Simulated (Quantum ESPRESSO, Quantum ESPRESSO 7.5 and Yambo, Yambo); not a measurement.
## AlAs (F-43m): G0W0 with Yambo, start to end

Wanted: ground state, empty states, screening and self-energy for AlAs (F-43m).

Method: PBE and many-body steps on it, plane waves, in Quantum ESPRESSO 7.5 and Yambo 5.3.0.

**What was measured.**

- Gap 3.018 eV: lowest direct gap at Gamma; earlier measurement quoted from literature, technique not stated; 300 K; bulk crystal (pure AlAs, literature value used as model input) (quoted in “Simultaneous Measurement of Mid-Infrared Refractive Indices in Thin-Film Heterostructures: Methodology and Results for GaAs/AlGaAs”, 2023, arxiv:2301.08293).

This is a report of a sequence of runs, with most program output left out.

## (1) Starting point

Symmetry: F-43m, No. 216, cubic system. Conventional cell: a = 5.661 Å, b = 5.661 Å, c = 5.661 Å, α = 90.00°, β = 90.00°, γ = 90.00°. Nearest to Al lie 4 As at 2.45 Å. Nearest to As lie 4 Al at 2.45 Å. Farther neighbours are not listed.

The cell and positions come from the Crystallography Open Database and are kept as given unless a step says otherwise.

## (2) Ground state

This step: Quantum ESPRESSO 7.5; DFT, PBE, plane waves, norm-conserving pseudopotentials.

The ground-state density comes first.

Input file pw.in:

```
&control
  calculation = 'scf'
  prefix = 'x'
  outdir = 'o'
  pseudo_dir = 'pseudo'
/
&system
  ibrav = 0
  nat = 2
  ntyp = 2
  ecutwfc = 76.0
  nbnd = 14
  force_symmorphic = .true.
/
&electrons
  conv_thr = 1e-10
  electron_maxstep = 80
  mixing_beta = 0.5
/
ATOMIC_SPECIES
  Al 26.982 Al.upf
  As 74.922 As.upf
CELL_PARAMETERS angstrom
  0.0000000000 2.8304000000 2.8304000000
  2.8304000000 0.0000000000 2.8304000000
  2.8304000000 2.8304000000 -0.0000000000
ATOMIC_POSITIONS crystal
  Al 0.0000000000 0.0000000000 0.0000000000
  As 0.2500000000 0.2500000000 0.2500000000
K_POINTS automatic
  6 6 6 0 0 0
```

Command:

```bash
> OMP_NUM_THREADS=1 mpirun -n 4 pw.x -nk 4 -in pw.in > pw.out
```

Wall time 6 s (4 MPI ranks of Arm Neoverse V1, shared host); peak memory 0.24 GiB; 24 s of CPU time.

Numbers from this step:

| Property | Result |
| --- | --- |
| total energy | -2950.2336 eV |
| gap | 1.436 eV |
| k of the valence top | 0, 0, 0 |
| k of the conduction bottom | 0, -0.5, -0.5 |
| least direct gap | 2.045 eV |

The gap is indirect, with the least direct gap 0.61 eV higher.

## (3) Bands along the symmetry lines

Levels along a band path, at the cheap level, show where the edges lie and whether the meshes to come will hold them.

Input file pw.in:

```
&control
  calculation = 'bands'
  prefix = 'x'
  outdir = 'o'
  pseudo_dir = 'pseudo'
/
&system
  ibrav = 0
  nat = 2
  ntyp = 2
  ecutwfc = 76.0
  nbnd = 15
  force_symmorphic = .true.
/
&electrons
  conv_thr = 1e-9
  electron_maxstep = 80
  diago_full_acc = .true.
  diago_thr_init = 5e-6
/
ATOMIC_SPECIES
  Al 26.982 Al.upf
  As 74.922 As.upf
CELL_PARAMETERS angstrom
  0.0000000000 2.8304000000 2.8304000000
  2.8304000000 0.0000000000 2.8304000000
  2.8304000000 2.8304000000 -0.0000000000
ATOMIC_POSITIONS crystal
  Al 0.0000000000 0.0000000000 0.0000000000
  As 0.2500000000 0.2500000000 0.2500000000
K_POINTS crystal
  50
  0.00000000 0.00000000 0.00000000 1
  -0.06250000 -0.06250000 0.00000000 1
  -0.12500000 -0.12500000 0.00000000 1
  -0.18750000 -0.18750000 0.00000000 1
  -0.25000000 -0.25000000 0.00000000 1
  -0.31250000 -0.31250000 0.00000000 1
  -0.37500000 -0.37500000 0.00000000 1
  -0.43750000 -0.43750000 0.00000000 1
  -0.50000000 -0.50000000 0.00000000 1
  -0.48437500 -0.48437500 0.03125000 1
  -0.46875000 -0.46875000 0.06250000 1
  -0.45312500 -0.45312500 0.09375000 1
  -0.43750000 -0.43750000 0.12500000 1
  -0.42187500 -0.42187500 0.15625000 1
  -0.40625000 -0.40625000 0.18750000 1
  -0.39062500 -0.39062500 0.21875000 1
  -0.37500000 -0.37500000 0.25000000 1
  -0.37500000 0.00000000 0.37500000 1
  -0.32812500 0.00000000 0.32812500 1
  -0.28125000 0.00000000 0.28125000 1
  -0.23437500 0.00000000 0.23437500 1
  -0.18750000 0.00000000 0.18750000 1
  -0.14062500 0.00000000 0.14062500 1
  -0.09375000 0.00000000 0.09375000 1
  -0.04687500 0.00000000 0.04687500 1
  0.00000000 0.00000000 0.00000000 1
  0.00000000 0.00000000 0.06250000 1
  0.00000000 0.00000000 0.12500000 1
  0.00000000 0.00000000 0.18750000 1
  0.00000000 0.00000000 0.25000000 1
  0.00000000 0.00000000 0.31250000 1
  0.00000000 0.00000000 0.37500000 1
  0.00000000 0.00000000 0.43750000 1
  -0.00000000 -0.00000000 0.50000000 1
  -0.06250000 -0.03125000 0.46875000 1
  -0.12500000 -0.06250000 0.43750000 1
  -0.18750000 -0.09375000 0.40625000 1
  -0.25000000 -0.12500000 0.37500000 1
  -0.31250000 -0.15625000 0.34375000 1
  -0.37500000 -0.18750000 0.31250000 1
  -0.43750000 -0.21875000 0.28125000 1
  -0.50000000 -0.25000000 0.25000000 1
  -0.50000000 -0.28125000 0.21875000 1
  -0.50000000 -0.31250000 0.18750000 1
  -0.50000000 -0.34375000 0.15625000 1
  -0.50000000 -0.37500000 0.12500000 1
  -0.50000000 -0.40625000 0.09375000 1
  -0.50000000 -0.43750000 0.06250000 1
  -0.50000000 -0.46875000 0.03125000 1
  -0.50000000 -0.50000000 0.00000000 1
```

Wall time 5 s (4 MPI ranks); peak memory 0.22 GiB.

This step gave:

- gap: 1.436 eV
- k of the valence top: 0, 0, 0
- k of the conduction bottom: -0.5, -0.5, 0
- least direct gap: 2.045 eV

The gap is 1.436 eV, as in the run before at this level.

The electronic bands at the labelled points (eV, zero at the top of the highest filled band):

| point | band 6 | band 7 | band 8 | band 9 | band 10 | band 11 | band 12 | band 13 |
| --- | --- | --- | --- | --- | --- | --- | --- | --- |
| Γ | -11.87 | 0.00 | 0.00 | 0.00 | 2.04 | 4.29 | 4.29 | 4.29 |
| halfway | -11.09 | -3.21 | -1.34 | -1.34 | 2.59 | 3.78 | 6.84 | 6.84 |
| X | -9.90 | -5.43 | -2.17 | -2.17 | 1.44 | 2.30 | 10.33 | 10.33 |
| halfway | -9.90 | -5.35 | -2.71 | -2.08 | 1.80 | 3.03 | 9.53 | 9.58 |
| U | -9.94 | -5.17 | -3.41 | -1.80 | 2.24 | 4.98 | 8.18 | 8.33 |
| jump to K | -9.94 | -5.17 | -3.41 | -1.80 | 2.24 | 4.98 | 8.18 | 8.33 |
| halfway | -11.03 | -3.68 | -2.00 | -0.46 | 3.71 | 4.97 | 5.18 | 5.93 |
| Γ | -11.87 | 0.00 | 0.00 | 0.00 | 2.04 | 4.29 | 4.29 | 4.29 |
| halfway | -11.29 | -3.38 | -0.48 | -0.48 | 2.62 | 4.92 | 4.92 | 6.45 |
| L | -10.45 | -5.57 | -0.82 | -0.82 | 2.14 | 4.69 | 4.69 | 7.76 |
| halfway | -10.19 | -5.26 | -2.69 | -1.54 | 3.67 | 4.25 | 6.69 | 7.66 |
| W | -9.87 | -5.08 | -3.18 | -2.82 | 4.33 | 5.65 | 5.71 | 6.07 |
| halfway | -9.89 | -5.28 | -2.69 | -2.54 | 2.50 | 3.41 | 8.13 | 8.86 |
| X | -9.90 | -5.43 | -2.17 | -2.17 | 1.44 | 2.30 | 10.33 | 10.33 |

## (4) Empty states on the mesh, 4×4×4 mesh, 300 bands

The sums over transitions need many empty states on a uniform mesh; this step solves for them.

Input file pw.in:

```
&control
  calculation = 'nscf'
  prefix = 'x'
  outdir = 'o'
  pseudo_dir = 'pseudo'
/
&system
  ibrav = 0
  nat = 2
  ntyp = 2
  ecutwfc = 76.0
  nbnd = 300
  force_symmorphic = .true.
/
&electrons
  conv_thr = 1e-9
  electron_maxstep = 80
  diago_full_acc = .true.
  diago_thr_init = 5e-6
/
ATOMIC_SPECIES
  Al 26.982 Al.upf
  As 74.922 As.upf
CELL_PARAMETERS angstrom
  0.0000000000 2.8304000000 2.8304000000
  2.8304000000 0.0000000000 2.8304000000
  2.8304000000 2.8304000000 -0.0000000000
ATOMIC_POSITIONS crystal
  Al 0.0000000000 0.0000000000 0.0000000000
  As 0.2500000000 0.2500000000 0.2500000000
K_POINTS automatic
  4 4 4 0 0 0
```

Run time: 28 s. Hardware: 4 MPI ranks; peak memory 0.58 GiB.

This step gave:

- gap: 1.436 eV
- k of the valence top: 0, 0, 0
- k of the conduction bottom: 0, -0.5, -0.5
- least direct gap: 2.045 eV
- k points computed: 8
- lowest point of the top converged band, above the valence top: 187.2229 eV

On this mesh the gap is 1.436 eV.

## (5) Conversion and set-up

This step: Yambo 5.3.0; conversion and set-up on PBE, plane waves, norm-conserving pseudopotentials.

The states are converted to the many-body program's format and the q mesh is built.

Command:

```bash
> (cd o/x.save; p2y > p2y.log; mv SAVE ../..); yambo > setup.log
```

It took 2.7 s on 1 MPI rank; peak memory 0.25 GiB.

## (6) Screening and self-energy, 4×4×4 mesh, 300 bands, screening to 217.7 eV

G0W0 replaces the xc potential by the self-energy, built once from these orbitals. Only a window of levels is corrected, while the sums run over the empty bands that the input names.

This step: G0W0 on PBE, plane waves, norm-conserving pseudopotentials.

Input file gw3.in:

```
HF_and_locXC
gw0
dyson
ppa
em1d
rim_cut
RandQpts= 1000000
RandGvec= 1 RL
EXXRLvcs= 76 Ry
VXCRLvcs= 304 Ry
Chimod= "HARTREE"
% BndsRnXp
 1 | 300 |
%
NGsBlkXp= 16 Ry
% LongDrXp
 1 | 1 | 1 |
%
% GbndRnge
 1 | 300 |
%
DysSolver= "n"
ExtendOut
PPAPntXp= 27.21138 eV
% QPkrange
 1 | 1 | 8 | 11 |
 7 | 7 | 8 | 11 |
%
```

Command:

```bash
> OMP_NUM_THREADS=1 mpirun -n 4 yambo -F gw3.in -J gw3 -C gw3 > gw3.log
```

Wall time 5 min (4 MPI ranks); peak memory 2.1 GiB.

This step gave:

```
G0W0 gap on the points computed              : 2.580 eV
starting gap on the mesh                     : 1.436 eV
k of the valence top                         : 0, 0, 0
k of the conduction bottom                   : 0, -0.5, -0.5
least direct G0W0 gap on the computed points : 3.134 eV
Z at the valence top                         : 0.7879
Z at the conduction bottom                   : 0.8052
```

The gap on the mesh goes from 1.44 eV to 2.58 eV, a correction of +1.14 eV.

Limits: finite bands, cutoff and mesh; exchange with frozen shells missing; no spin-orbit coupling; coarse k mesh. v1 is the top filled band, c1 the lowest empty one. The levels before and after the correction (eV, zero at the valence-band top of each column):

|  | conduction bottom | valence top |
| --- | --- | --- |
| Kohn-Sham | 1.44 | 0.00 |
| G0W0 | 2.58 | 0.00 |

|  | level | energy (eV) |
| --- | --- | --- |
| Kohn-Sham | Γ v2-v1 | 0.000 |
| Kohn-Sham | Γ c1 | 2.045 |
| Kohn-Sham | Γ c2 | 4.294 |
| Kohn-Sham | (0 -0.5 -0.5) v2-v1 | -2.173 |
| Kohn-Sham | (0 -0.5 -0.5) c1 | 1.436 |
| Kohn-Sham | (0 -0.5 -0.5) c2 | 2.301 |
| G0W0 | Γ v2-v1 | 0.000 |
| G0W0 | Γ c1 | 3.134 |
| G0W0 | Γ c2 | 5.615 |
| G0W0 | (0 -0.5 -0.5) v2-v1 | -2.168 |
| G0W0 | (0 -0.5 -0.5) c1 | 2.580 |
| G0W0 | (0 -0.5 -0.5) c2 | 3.548 |

## (7) Where the time went

Times are wall times on the hardware named with each run, good to a factor of about two.

| step | time | share | memory (GiB) |
| --- | --- | --- | --- |
| ground state | 6 s | 2 % | 0.24 |
| bands along the symmetry lines | 5 s | 1 % | 0.22 |
| empty states on the mesh | 28 s | 8 % | 0.58 |
| conversion and set-up | 2.7 s | 1 % | 0.25 |
| screening and self-energy | 5 min | 88 % | 2.1 |

## (8) What came out

| Item | Value |
| --- | --- |
| PBE gap | 1.44 eV, indirect |
| G0W0 gap on the mesh | 2.58 eV |
| GW settings | 4×4×4 mesh, 300 bands, screening to 217.7 eV, Godby-Needs plasmon pole |
| known limits | not at the basis limit; exchange with frozen shells missing; no spin-orbit coupling; coarse k mesh |

**Reading.** G0W0 moves the gap on the mesh from 1.44 eV to 2.58 eV (+1.14 eV), with Z of 0.79 and 0.81 at the edges. Only 2 of the mesh's irreducible points were corrected, so a valley elsewhere could overtake. The dearest step here is «screening and self-energy». Against experiment, by G0W0@PBE: the direct gap of 3.13 eV lies +0.12 eV from the measured 3.018 eV (direct, 300 K, quoted 2023). An exciton line or allowed optical edge lies below the quasiparticle gap by the binding energy; a forbidden edge can push the onset above it. The calculation has static nuclei and no excitons; a measured gap holds zero-point and thermal motion, which mostly lowers it. Bands and cutoff are finite, so the gap is not at the basis limit. The miss can reach some tenths of an eV and take either sign; the mesh is an error of its own. In the G0W0 run levels were corrected at 2 k points alone, so a gap called «on the mesh» is the least over those, and an edge elsewhere would be missed. The 4×4×4 mesh is coarse for this cell, which bears on the long-range parts of exchange and screening. The norm-conserving file of at least one element keeps a d shell over frozen s and p shells of the same row. Exchange with those shells is missing from the self-energy, an error of 0.3 to 0.9 eV in cases checked, whose sign depends on which edge lies on those atoms. The many-body steps are scalar-relativistic: spin-orbit coupling is not in them.

[Paths, hosts, dates, memory and timing lines, banners, echoed tables and standing remarks are left out of the program output.]

[Logs are printed without paths, hosts, clocks, repeated set-up lines and the standing remarks that a program may print on its own settings, such as how far it seeks lower states.]

[Runs of the session that timed out or met a known fault of the program may be left out.]

[Hosts, paths, dates, database ids (printed as entryN), source tags and the programs' standing remarks are cut or masked in the printed files.]
